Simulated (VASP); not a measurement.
As: equation of state with PBE

As:

```xyz
2
Lattice="1.8808 1.0859 3.5141 -1.8808 1.0859 3.5141 0.0000 -2.1718 3.5141" Properties=species:S:1:pos:R:3 pbc="T T T"
As    0.0000    0.0000    2.3825
As    0.0000    0.0000    8.1597
```

```json
{
 "Program": "VASP 6.6.1",
 "Task": "equation of state",
 "Functional": "PBE",
 "Potentials or basis": "VASP PAW PBE potentials, release 64 (As)",
 "Cutoff": "520 eV",
 "k mesh": "9 × 9 × 9",
 "Occupations": "fermi-dirac, width 0.05 eV",
 "Spin": "no spin polarisation"
}
```

- Equilibrium volume: 22.69 Å³/atom
- Bulk modulus at fixed shape and positions: 69 GPa
- Pressure derivative of the bulk modulus: 4.2

Energy against volume, from the lowest point:
| volume (Å³/atom) | energy (meV/atom) |
| --- | --- |
| 20.239 | 69.09 |
| 20.669 | 45.21 |
| 21.100 | 26.94 |
| 21.530 | 13.74 |
| 21.961 | 5.14 |
| 22.392 | 0.69 |
| 22.822 | 0.00 |

All runs of the series together: 3.2 min on 1 thread of Intel(R) Xeon(R) Platinum 8488C (Sapphire Rapids), with other jobs on the host.

Caveat: the cell was scaled at fixed shape and fractional positions, which overstates the stiffness of a crystal with free parameters, most of all of layers and chains.
